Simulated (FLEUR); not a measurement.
## In in FLEUR: convergence with k mesh

Input of the first run (k mesh 2 × 2 × 2); the others differ in this setting and in those tied to it:

Contents of inp.xml:

```xml
<?xml version="1.0" encoding="UTF-8" standalone="no"?>
<fleurInput fleurInputVersion="0.39">
   <comment>
      In                                                                                                  
   </comment>
   <calculationSetup>
      <cutoffs Kmax="4.1" Gmax="12.7" GmaxXC="12.7" numbands="0"/>
      <scfLoop itmax="60" minDistance="0.00001" maxIterBroyd="15" imix="Anderson" alpha="0.05" precondParam="0.0" spinf="2.0" sdNocoIR="T"/>
      <coreElectrons ctail="T" frcor="F" kcrel="0" coretail_lmax="0"/>
      <xcFunctional name="pbe" relativisticCorrections="F"/>
      <magnetism jspins="1"/>
      <soc l_soc="F" theta="0.0" phi="0.0" spav="F"/>
      <expertModes spex="0" secvar="F"/>
      <geometryOptimization l_f="T" forcealpha="1.0" forcemix="BFGS" epsdisp="0.0005" epsforce="0.0002"/>
      <ldaU l_linMix="F" mixParam="0.05" spinf="1.0"/>
   </calculationSetup>
   <cell>
      <bzIntegration valenceElectrons="21.0" mode="hist" fermiSmearingEnergy="0.00183747">
         <kPointListSelection listName="default-1"/>
         <!-- k-points included here -->
         <xi:include xmlns:xi="http://www.w3.org/2001/XInclude" href="kpts.xml"> </xi:include>
      </bzIntegration>
      <!-- symmetry operations included here -->
      <xi:include xmlns:xi="http://www.w3.org/2001/XInclude" href="sym.xml"> </xi:include>
      <bulkLattice scale="1.0">
         <bravaisMatrix>
            <row-1>   -3.5574571262468848     3.5574571262468848     3.5574571262468848</row-1>
            <row-2>    3.5574571262468848    -3.5574571262468848     3.5574571262468848</row-2>
            <row-3>    3.5574571262468848     3.5574571262468848    -3.5574571262468848</row-3>
         </bravaisMatrix>
      </bulkLattice>
   </cell>
   <atomSpecies>
      <species name="Indium (In)" element="In" atomicNumber="49">
         <mtSphere radius="2.66" gridPoints="879" logIncrement="0.015"/>
         <atomicCutoffs lmax="10" lnonsphr="10"/>
         <electronConfig flipSpins="F">
            <coreConfig>(1s1/2) (2s1/2) (2p1/2) (2p3/2) (3s1/2) (3p1/2) (3p3/2) (3d3/2) (3d5/2)</coreConfig>
            <valenceConfig>(4s1/2) (4p1/2) (4p3/2) (5s1/2) (4d3/2) (4d5/2) (5p1/2) (5p3/2)</valenceConfig>
            <stateOccupation state="(5p1/2)" spinUp="0.166667" spinDown="0.166667"/>
            <stateOccupation state="(5p3/2)" spinUp="0.333333" spinDown="0.333333"/>
         </electronConfig>
         <energyParameters s="5" p="5" d="4" f="4"/>
         <lo type="SCLO" l="0" n="4" eDeriv="0"/>
         <lo type="SCLO" l="1" n="4" eDeriv="0"/>
         <lo type="SCLO" l="1" n="4" eDeriv="1"/>
         <lo type="SCLO" l="2" n="4" eDeriv="2"/>
         <lo type="SCLO" l="3" n="4" eDeriv="2"/>
      </species>
   </atomSpecies>
   <atomGroups>
      <atomGroup species="Indium (In)">
         <relPos label="                   1">.0000000000 .0000000000 .0000000000</relPos>
         <force calculate="T" relaxXYZ="TTT"/>
      </atomGroup>
   </atomGroups>
   <output dos="F" band="F" slice="F">
      <checks vchk="F" cdinf="F"/>
      <bandDOS minEnergy="-.5*Htr" maxEnergy="0.5*Htr" sigma="0.015" storeEVData="T"/>
      <vacuumDOS vacdos="F" integ="F" star="F" nstars="0" locx1="0.0" locy1="0.0" locx2="0.0" locy2="0.0" nstm="0" tworkf="0.0"/>
      <unfoldingBand unfoldBand="F" supercellX="1" supercellY="1" supercellZ="1"/>
      <plotting iplot="0" polar="F">
         <plot TwoD="T" vec1="  1.0  0.0  0.0" vec2="  0.0  1.0  0.0" vec3="  0.0  0.0  1.0" zero="  0.0  0.0  0.0" file="plot"/>
      </plotting>
      <chargeDensitySlicing numkpt="0" minEigenval="0.0" maxEigenval="0.0" nnne="0" pallst="F"/>
      <specialOutput eonly="F"/>
      <moessbauerParams electricFieldGradient="T" isomerShift="T" coreHyperfine="T" valenceHyperfine="T"/>
      <magneticCircularDichroism mcd="F" energyLo="-10.0" energyUp="0.0"/>
   </output>
  <!-- We include the file relax.xml here to enable relaxations (see documentation) -->
  <xi:include xmlns:xi="http://www.w3.org/2001/XInclude" href="relax.xml"> <xi:fallback/> </xi:include>
</fleurInput>
```

File crystal.txt:

```
In
&input cartesian=F /
-1.8825252400  1.8825252400  1.8825252400
1.8825252400  -1.8825252400  1.8825252400
1.8825252400  1.8825252400  -1.8825252400
1.8897261246
1.0 1.0 1.0

1
49 0.0000000000  0.0000000000  0.0000000000

&kpt div1=2 div2=2 div3=2 gamma=T /
```

Potentials or basis: all-electron, FLAPW.

Command:

```console
$ inpgen -f crystal.txt -profile fastHighL
$ # inp.xml edited to the form shown
$ fleur_MPI
```

This isn't the form of In at room conditions, which is tetragonal.

Hardware: 1 thread of Arm Neoverse V2, with other jobs on the host.

| k mesh | energy less the tightest run, at zero smearing (meV/atom) | SCF cycles | CPU time (s) | peak memory (GiB) |
| --- | --- | --- | --- | --- |
| 2 × 2 × 2 | -651.64 | 13 | 5.4 | 0.06 |
| 4 × 4 × 4 | not converged | - | - | - |
| 6 × 6 × 6 | -26.52 | 13 | 11 | 0.06 |
| 7 × 7 × 7 | 21.55 | 13 | 12 | 0.06 |
| 8 × 8 × 8 | 31.48 | 13 | 16 | 0.07 |
| 10 × 10 × 10 | -6.65 | 13 | 23 | 0.07 |
| 12 × 12 × 12 | 1.97 | 13 | 33 | 0.07 |
| 15 × 15 × 15 | 0.00 | 13 | 53 | 0.07 |

Not settled before the last step: the energy (to 1 meV/atom). Meshes of other sizes hit other points, so gaps and Fermi surfaces needn't settle smoothly. The tightest run that finished is the yardstick and may itself not be fully converged.
